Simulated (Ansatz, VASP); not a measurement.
One calculation of GaN, two programs

```
CELL_PARAMETERS angstrom
0.00000 2.13337 2.13337
2.13337 0.00000 2.13337
2.13337 2.13337 0.00000
ATOMIC_POSITIONS crystal
Ga 0.50000 0.50000 0.50000
N 0.00000 0.00000 0.00000
```

Measurements of this composition are mostly on another form, of space group No. 186.

Alike in both runs: functional PBE; k mesh 8 × 8 × 8; occupations gaussian, width 0.1 eV; no spin polarisation.

Ansatz relaxed the structure, and its values are those at the end. VASP's run is a single point on that final structure, the one shown.

|  | VASP | Ansatz |
| --- | --- | --- |
| version | VASP 6.6.1 | Ansatz 0.2.0 |
| potentials or method | VASP PAW PBE potentials, release 64 (Ga_d, N) | scalar-relativistic, plane waves, PAW |
| plane-wave cutoff (eV) | 520 | 420 |
| valence electrons in the cell | 18 | 18 |

Ansatz gave:

* gap on the k mesh at the Fermi level (eV): 0.44
* least direct gap on the mesh (eV): 2.39
* pressure (GPa): 0.2

Which values does VASP return?

gap on the k mesh at the Fermi level (eV): 0.43; least direct gap on the mesh (eV): 2.40; pressure (GPa): 0.9.

A k mesh can miss the band edges.
